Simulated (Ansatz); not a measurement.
# Pb (P6_3/mmc) in Ansatz: notebook

Runs on Pb. Level: PBE. Tasks: relaxation of cell and atoms.

Everything below comes from runs of Ansatz 0.2.0. Logs are shortened: lines on timing, memory, paths and dates and some standing lists are left out, and cuts for length are marked.

**1. The structure**

It takes space group P6_3/mmc (No. 194, hexagonal). The conventional cell has a = 3.480 Å, b = 3.480 Å, c = 5.590 Å, α = 90.00°, β = 90.00°, γ = 120.00°. Pb (site symmetry -6m2) is surrounded by 12 Pb at 3.44 to 3.48 Å.

This isn't the form of Pb at room conditions, which is fcc.

**2. Relaxation of cell and atoms, PBE**

input.yaml reads:

```yaml
crystal:
  lattice:
    - [3.48, 0.0, 0.0]
    - [-1.74, 3.0137684052, 0.0]
    - [0.0, 0.0, 5.59]
  atoms:
    - { symbol: Pb, position: [0.6666666667, 0.3333333333, 0.75] }
    - { symbol: Pb, position: [0.3333333333, 0.6666666667, 0.25] }
kpoints:
  mp_grid: { grid: [7, 7, 4] }
scf:
  occupations: { method: fermi_dirac, width: 0.05 }
hamiltonian:
  xc: pbe
  pseudopotentials: { kind: all_electron, lapw: { basis_error: 0.001 } }
output:
  forces: true
  stress: true
relax:
  f_tol: 0.02
  max_steps: 60
  cell: {}
```

Potentials or basis: all-electron LAPW, scalar-relativistic.

Run with:

```sh
$ ansatz run input.yaml --threads 1 --pin off --max-ram 3072MiB --backend cpu --events-out ev --progress --plain --runs-dir out
```

What it wrote:

```text
Warning: RAYON_NUM_THREADS=1 ignored (pool sized by the plan → 1); use --threads N
The last accepted step is kept in <dir> (removed where the run ends without a failure and the disk answers)
LAPW: plane waves up to 6.760 Å⁻¹, error target 1.0e-3 eV per atom; small_component_spin mean_spin; Pb in spheres of 1.669 Å, 36 of its electrons in bands, Dirac shells [] (how accurate: hamiltonian.pseudopotentials.lapw.basis_error, Limitations)
Engine: ansatz 0.2.0, aarch64-unknown-linux-gnu
Pseudopotentials: kind: all_electron
Pseudopotential: Pb, LAPW, valence charge 36, lapw/all_electron/scalar/gaussian/Pb, Koelling and Harmon's equation, gaussian nucleus
Functional definition: PBE
  parameter kappa = 0.804
  parameter beta = 0.06672455060314922
  exchange = pbe_x(kappa = kappa, mu = beta*pi^2/3)
  correlation = pbe_c(beta = beta)
Crystal: 2 atoms, lattice volume = 58.627 Å³
Basis set: ecut = 174.11479320575572 eV, 313 PW (Γ), exchange–correlation at level 2
Bands: 44, of which v1, the nominal top of the filled ones, is band 36 counted from 1 (35 counted from 0)
Symmetry: 24 space group operations
Space group: P63/mmc (ITA 194), of the structure as read, at distance tolerance 3.9e-5 Å
k-points: 24 of 196
Non-local potential: Pb, projectors of the file, none
Initial density: superposition of atomic densities (chi_scale 0.1, normalization cell)
Initial wavefunctions: plane waves of lowest kinetic energy (no species holds an atomic orbital)
Functional: x = pbe(κ = 0.804, μ = 0.2195149727645171), c = pbe(β = 0.06672455060314922)
iter 1 solved again at ethr=9.69e-6 eV; its pass at ethr=1.00e-1 eV (dr2=6.97e-3 eV) is discarded
SCF iter   1: F=—  HF=-1136133.137009 eV  |F-HF|=—  |Δ(HF+E_count)|=         —  Δρ=3.85e-3  dr2=7.02e-3  ethr=9.69e-6  ⟨swp⟩=3.5  Hψ=6925  notcnv=0
preconditioner: auto → LDOS  [insulator: Δε(μ)=0.271 eV  Ē_g=19.937 eV  σ=0.050 eV  W_gap=0.87  n_scr=22 (ndim 8)  ℏωp=25.7 eV  f_vac=0.021  D(μ)=0.64/eV (n_scr^D=2)  ε∞_Penn≈2.7  β→1.0]
iter 2 solved again at ethr=1.08e-7 eV; its pass at ethr=9.69e-6 eV (dr2=7.76e-5 eV) is discarded
SCF iter   2: F=—  HF=-1136133.130955 eV  |F-HF|=—  |Δ(HF+E_count)|=   6.05e-3  Δρ=4.83e-4  dr2=7.76e-5  ethr=1.08e-7  ⟨swp⟩=2.0  Hψ=5440  notcnv=0
SCF iter   3: F=—  HF=-1136133.111813 eV  |F-HF|=—  |Δ(HF+E_count)|=   1.91e-2  Δρ=5.97e-4  dr2=1.56e-4  ethr=1.08e-7  ⟨swp⟩=3.0  Hψ=3438  notcnv=0
SCF iter   4: F=—  HF=-1136133.110998 eV  |F-HF|=—  |Δ(HF+E_count)|=   8.16e-4  Δρ=2.02e-4  dr2=1.76e-5  ethr=1.08e-7  ⟨swp⟩=3.0  Hψ=3150  notcnv=0
SCF iter   5: F=—  HF=-1136133.110995 eV  |F-HF|=—  |Δ(HF+E_count)|=   2.97e-6  Δρ=5.09e-5  dr2=1.07e-6  ethr=2.44e-8  ⟨swp⟩=2.7  Hψ=3136  notcnv=0
SCF iter   6: F=-1136133.110996 eV  HF=-1136133.110996 eV  |F-HF|=1.49e-8  |Δ(HF+E_count)|=   1.84e-6  Δρ=4.61e-6  dr2=8.37e-9  ethr=1.48e-9  ⟨swp⟩=3.0  Hψ=3191  notcnv=0
SCF 1 converged in 6 iterations: F = -1136133.110996 eV  dr2 = 8.37e-9
relax step   1: F+E_penalty+E_count = -1136133.11099646 eV  Δ(F+E_penalty+E_count) = +0.000e0 eV  max|allowed force component| = 3.469e-18 eV/Å  Δτ_max = 0.0000 Å  P = +3.822 GPa  Ω = 58.627 Å³  (6 SCF iters, accepted)
Crystal: 2 atoms, lattice volume = 64.288 Å³
Basis set: ecut = 163.73794493045133 eV, 313 PW (Γ), exchange–correlation at level 2
Initial density: handed on by an earlier stage of this run
Initial wavefunctions: those handed on with the density
iter 1 solved again at ethr=2.19e-7 eV; its pass at ethr=1.00e-1 eV (dr2=1.57e-4 eV) is discarded
SCF iter   1: F=—  HF=-1136133.163226 eV  |F-HF|=—  |Δ(HF+E_count)|=         —  Δρ=4.57e-4  dr2=1.81e-4  ethr=2.19e-7  ⟨swp⟩=5.6  Hψ=6073  notcnv=0
preconditioner: auto → LDOS  [insulator: Δε(μ)=0.131 eV  Ē_g=19.713 eV  σ=0.050 eV  W_gap=0.57  n_scr=22 (ndim 8)  ℏωp=24.5 eV  f_vac=0.035  D(μ)=1.26/eV (n_scr^D=2)  ε∞_Penn≈2.5  β→1.0]
iter 2 solved again at ethr=1.74e-8 eV; its pass at ethr=2.19e-7 eV (dr2=1.25e-5 eV) is discarded
SCF iter   2: F=—  HF=-1136133.163349 eV  |F-HF|=—  |Δ(HF+E_count)|=   1.23e-4  Δρ=1.30e-4  dr2=1.25e-5  ethr=1.74e-8  ⟨swp⟩=2.0  Hψ=5296  notcnv=0
SCF iter   3: F=—  HF=-1136133.163324 eV  |F-HF|=—  |Δ(HF+E_count)|=   2.43e-5  Δρ=5.95e-5  dr2=2.63e-6  ethr=1.74e-8  ⟨swp⟩=2.5  Hψ=3113  notcnv=0
SCF iter   4: F=—  HF=-1136133.163315 eV  |F-HF|=—  |Δ(HF+E_count)|=   9.27e-6  Δρ=2.74e-5  dr2=6.32e-7  ethr=3.65e-9  ⟨swp⟩=3.0  Hψ=3152  notcnv=0
SCF iter   5: F=—  HF=-1136133.163315 eV  |F-HF|=—  |Δ(HF+E_count)|=   3.30e-7  Δρ=8.58e-6  dr2=6.20e-8  ethr=8.77e-10  ⟨swp⟩=3.0  Hψ=3151  notcnv=0
SCF iter   6: F=-1136133.163315 eV  HF=-1136133.163315 eV  |F-HF|=2.33e-10  |Δ(HF+E_count)|=  2.33e-10  Δρ=1.47e-6  dr2=1.62e-9  ethr=8.61e-11  ⟨swp⟩=3.0  Hψ=3158  notcnv=0
SCF 2 converged in 6 iterations: F = -1136133.163315 eV  dr2 = 1.62e-9
relax step   2: F+E_penalty+E_count = -1136133.16331470 eV  Δ(F+E_penalty+E_count) = -5.232e-2 eV  max|allowed force component| = 3.759e-18 eV/Å  Δτ_max = 0.0000 Å  P = -0.480 GPa  Ω = 64.288 Å³  (6 SCF iters, accepted)
Crystal: 2 atoms, lattice volume = 63.611 Å³
Basis set: ecut = 164.89824119258373 eV, 313 PW (Γ), exchange–correlation at level 2
iter 1 solved again at ethr=3.56e-9 eV; its pass at ethr=1.00e-1 eV (dr2=2.56e-6 eV) is discarded
SCF iter   1: F=—  HF=-1136133.164623 eV  |F-HF|=—  |Δ(HF+E_count)|=         —  Δρ=8.52e-5  dr2=7.32e-6  ethr=3.56e-9  ⟨swp⟩=5.8  Hψ=6044  notcnv=0
preconditioner: auto → LDOS  [insulator: Δε(μ)=0.154 eV  Ē_g=19.755 eV  σ=0.050 eV  W_gap=0.64  n_scr=22 (ndim 8)  ℏωp=24.6 eV  f_vac=0.032  D(μ)=1.11/eV (n_scr^D=2)  ε∞_Penn≈2.6  β→1.0]
SCF iter   2: F=—  HF=-1136133.164624 eV  |F-HF|=—  |Δ(HF+E_count)|=   2.52e-7  Δρ=2.15e-5  dr2=2.58e-7  ethr=3.56e-9  ⟨swp⟩=3.0  Hψ=3168  notcnv=0
SCF iter   3: F=—  HF=-1136133.164623 eV  |F-HF|=—  |Δ(HF+E_count)|=   3.49e-7  Δρ=6.62e-6  dr2=3.14e-8  ethr=3.58e-10  ⟨swp⟩=3.0  Hψ=3151  notcnv=0
SCF iter   4: F=-1136133.164623 eV  HF=-1136133.164623 eV  |F-HF|=1.40e-9  |Δ(HF+E_count)|=   2.06e-7  Δρ=3.20e-6  dr2=8.61e-9  ethr=4.36e-11  ⟨swp⟩=3.0  Hψ=3160  notcnv=0
SCF 3 converged in 4 iterations: F = -1136133.164623 eV  dr2 = 8.61e-9
relax step   3: F+E_penalty+E_count = -1136133.16462306 eV  Δ(F+E_penalty+E_count) = -1.308e-3 eV  max|allowed force component| = 6.072e-18 eV/Å  Δτ_max = 0.0000 Å  P = -0.090 GPa  Ω = 63.611 Å³  (4 SCF iters, accepted)
Crystal: 2 atoms, lattice volume = 63.453 Å³
Basis set: ecut = 165.17078538333527 eV, 313 PW (Γ), exchange–correlation at level 2
iter 1 solved again at ethr=7.91e-10 eV; its pass at ethr=1.00e-1 eV (dr2=5.70e-7 eV) is discarded
SCF iter   1: F=—  HF=-1136133.164679 eV  |F-HF|=—  |Δ(HF+E_count)|=         —  Δρ=3.80e-5  dr2=1.56e-6  ethr=7.91e-10  ⟨swp⟩=5.9  Hψ=5951  notcnv=0
preconditioner: auto → LDOS  [insulator: Δε(μ)=0.158 eV  Ē_g=19.767 eV  σ=0.050 eV  W_gap=0.65  n_scr=22 (ndim 8)  ℏωp=24.7 eV  f_vac=0.032  D(μ)=1.08/eV (n_scr^D=2)  ε∞_Penn≈2.6  β→1.0]
iter 2 solved again at ethr=6.57e-11 eV; its pass at ethr=7.91e-10 eV (dr2=4.73e-8 eV) is discarded
SCF iter   2: F=—  HF=-1136133.164679 eV  |F-HF|=—  |Δ(HF+E_count)|=   1.18e-7  Δρ=9.42e-6  dr2=4.72e-8  ethr=6.57e-11  ⟨swp⟩=2.0  Hψ=5290  notcnv=0
SCF iter   3: F=-1136133.164679 eV  HF=-1136133.164679 eV  |F-HF|=4.07e-8  |Δ(HF+E_count)|=   3.56e-8  Δρ=2.19e-6  dr2=3.47e-9  ethr=6.56e-11  ⟨swp⟩=3.0  Hψ=3164  notcnv=0
SCF 4 converged in 3 iterations: F = -1136133.164679 eV  dr2 = 3.47e-9
relax step   4: F+E_penalty+E_count = -1136133.16467869 eV  Δ(F+E_penalty+E_count) = -5.563e-5 eV  max|allowed force component| = 5.782e-18 eV/Å  Δτ_max = 0.0000 Å  P = +0.007 GPa  Ω = 63.453 Å³  (3 SCF iters, accepted)
Basis set: ecut = 165.17078538333527 eV, 311 PW (Γ), exchange–correlation at level 2
iter 1 solved again at ethr=2.08e-11 eV; its pass at ethr=1.00e-1 eV (dr2=1.50e-8 eV) is discarded
SCF iter   1: F=—  HF=-1136133.164679 eV  |F-HF|=—  |Δ(HF+E_count)|=         —  Δρ=2.15e-6  dr2=3.41e-9  ethr=2.08e-11  ⟨swp⟩=8.8  Hψ=8775  notcnv=0  reapply=20
preconditioner: auto → LDOS  [insulator: Δε(μ)=0.157 eV  Ē_g=19.767 eV  σ=0.050 eV  W_gap=0.65  n_scr=22 (ndim 8)  ℏωp=24.7 eV  f_vac=0.034  D(μ)=1.08/eV (n_scr^D=2)  ε∞_Penn≈2.6  β→1.0]
iter 2 solved again at ethr=1.00e-12 eV; its pass at ethr=4.74e-12 eV (dr2=2.06e-10 eV) is discarded
SCF iter   2: F=-1136133.164680 eV  HF=-1136133.164680 eV  |F-HF|=7.59e-8  |Δ(HF+E_count)|=   5.99e-7  Δρ=6.06e-7  dr2=2.06e-10  ethr=2.52e-12 (applied; sched 1.00e-12)  ⟨swp⟩=2.0  Hψ=5410  notcnv=0
SCF 5 converged in 2 iterations: F = -1136133.164680 eV  dr2 = 2.06e-10
relax step   5: F+E_penalty+E_count = -1136133.16467987 eV  Δ(F+E_penalty+E_count) = -1.180e-6 eV  max|allowed force component| = 6.361e-18 eV/Å  Δτ_max = 0.0000 Å  P = +0.007 GPa  Ω = 63.453 Å³  stress off target by 1.26e-2 GPa  SCF on the basis re-selected at this cell (its energy is not comparable with the rows above)  (2 SCF iters)
basis re-selected at this cell: Δ(F+E_penalty+E_count) = -1.180e-6 eV, ΔP = +0.000 GPa vs the last step (what re-selecting the basis moved, after the strain that the cell walked since its last selection, with what the two solves' SCF thresholds leave and, on support functions, any second-order correction that the steps lacked; it is no measure of the basis error at this ecutwfc). The dense FFT grid was sized anew with the basis: this SCF ran on 16×16×24 points, the steps before it on 16×16×30, so part of this shift can come from that change (see relax.cell in the input reference). This SCF's stress stands 1.26e-2 GPa from its target on what of the cell is left free (relax.cell.stress_tol is 5.00e-2 GPa) and its largest allowed force component is 6.36e-18 eV/Å (relax.f_tol is 2.00e-2 eV/Å): within both
SCF converged after 2 iterations
Free energy (F): -1136133.164680 eV
Harris-Foulkes:  -1136133.164680 eV  (|F-HF|=7.59e-8)
Internal energy: -1136133.154769 eV  (E = F + TS)
E sigma→0 (E₀):  -1136133.159724 eV
Entropy (-TS):   -0.009911 eV (-4.955 meV/atom)
Fermi energy:    14.929691 eV
--- Per-component energies (eV) ---
  E_band       = -4454.211533
  E_kinetic    = 1309940.711852
  E_xc         = -21160.693522
  E_electrostatic = -2424913.173099  (all electrons and nuclei)
  E_smearing   = -0.009911  (= −TS)
  E_closure    = 0.000000  (closes the sum)
  E_atoms      = -1136126.086703  (free atoms, spherical and without spin; not in F)
  Σ components = -1136133.164680   (vs F -1136133.164680, Δ=0.00e0)
  Basis errors (estimates in eV, not in F): energy 2.0e-4 per atom: plane waves 2.0e-4 (1.0e-4 summed), levels above the bands 9.5e-76, relativity 9.8e-8, radial functions 1.8e-6, core shells 2.1e-9; eigenvalues (radial functions only) 6.4e-6; not estimated: angular momenta, meshes, grids; target (lapw.basis_error) 1.0e-3; muffin-tin radii Pb 1.714 Å
--- Forces (eV/Å), atoms counted from 1 ---
  atom   1  Pb    -0.00000000    -0.00000000     0.00000000
  atom   2  Pb    -0.00000000     0.00000000    -0.00000000
  max |Σ_I F_I| component: 1.16e-18 eV/Å
--- Stress (GPa, compression-positive) ---
        0.012588      -0.000000       0.000000
        0.000000       0.012588       0.000000
        0.000000       0.000000      -0.004819
  P = ⅓ Tr σ = 0.0068 GPa (0.068 kbar)
--- Relaxed structure (4 steps of the walk, 4 accepted, 1 SCFs on fresh bases) ---
  F+E_penalty+E_count = -1136133.16467987 eV   max|allowed force component| = 6.361e-18 eV/Å   (the final SCF, on the basis selected at the relaxed cell)
  cell:  # Å, volume = 63.4534 Å³
    - [3.588726397081705, 9.201348538689034e-33, -3.1533586089793868e-18]
    - [-1.7943631985408526, 3.107928227104557, 1.5766793044896942e-18]
    - [-5.065308800030629e-18, 0.0, 5.689095887803973]
  atoms:
    - { symbol: Pb, position: [0.6666666666666666, 0.3333333333333333, 0.75] }
    - { symbol: Pb, position: [0.3333333333333333, 0.6666666666666666, 0.25] }
```

Wall time 25 s (1 thread of Arm Neoverse V2, shared host); peak memory 0.29 GiB.

What came out:

- Free energy: -1136133.1647 eV
- Relaxed volume: 31.73 Å³/atom
- Relaxed cell: a = 3.589 Å, b = 3.589 Å, c = 5.689 Å, α = 90.00°, β = 90.00°, γ = 120.00°
- Space group after relaxing (to 0.05 Å): P6_3/mmc (No. 194)
- Energy gained by relaxing: 26.8 meV/atom
- Ionic steps: 5
- Pressure after relaxing: 0.0 GPa

The path:
```
step  energy change (eV)  largest force (eV/Å)  volume (Å³)
   1              0.0000                0.0000        58.63
   2             -0.0523                0.0000        64.29
   3             -0.0536                0.0000        63.61
   4             -0.0537                0.0000        63.45
   5             -0.0537                0.0000        63.45
```

Final structure:
```
CELL_PARAMETERS angstrom
3.58873 0.00000 0.00000
-1.79436 3.10793 0.00000
0.00000 0.00000 5.68910
ATOMIC_POSITIONS crystal
Pb 0.66667 0.33333 0.75000
Pb 0.33333 0.66667 0.25000
```

Caveat: the k mesh is thin for a metal, which can move the energy by tens of meV per atom. PBE usually gives volumes a little too large and moduli too small.

**3. Relaxation of cell and atoms, PBE, spin-orbit coupling, no magnetisation**

Edit input.yaml of step 2 so:

```diff
@@ -15,2 +15,5 @@
   pseudopotentials: { kind: all_electron, lapw: { basis_error: 0.001 } }
+magnetization:
+  noncollinear: true
+  spin_orbit: true
 output:
```

Potentials or basis: all-electron LAPW, relativistic spinors.

Run with:

```sh
$ ansatz run input.yaml --threads 1 --pin off --max-ram 3072MiB --backend cpu --events-out ev --progress --plain --runs-dir out
```

It took 4.5 min on 1 thread of Arm Neoverse V2, shared host; peak memory 0.53 GiB.

It converged, with:

| Item | Value |
| --- | --- |
| Free energy | -1138676.1702 eV |
| Relaxed volume | 32.26 Å³/atom |
| Relaxed cell | a = 3.635 Å, b = 3.635 Å, c = 5.639 Å, α = 90.00°, β = 90.00°, γ = 120.00° |
| Space group after relaxing (to 0.05 Å) | P6_3/mmc (No. 194) |
| Energy gained by relaxing | 34.7 meV/atom |
| Ionic steps | 5 |
| Pressure after relaxing | 0.0 GPa |

The path:
| step | energy change (eV) | largest force (eV/Å) | volume (Å³) |
| --- | --- | --- | --- |
| 1 | 0.0000 | 0.0000 | 58.63 |
| 2 | -0.0674 | 0.0000 | 64.51 |
| 3 | -0.0683 | 0.0000 | 64.51 |
| 4 | -0.0695 | 0.0000 | 64.52 |
| 5 | -0.0695 | 0.0000 | 64.52 |

Final structure:
```
Pb
1.0
     3.63488    0.00000    0.00000
    -1.81744    3.14790    0.00000
     0.00000    0.00000    5.63862
Pb
2
Direct
  0.66667 0.33333 0.75000
  0.33333 0.66667 0.25000
```

Caveat: the k mesh is thin for a metal, which can move the energy by tens of meV per atom. PBE usually gives volumes a little too large and moduli too small.
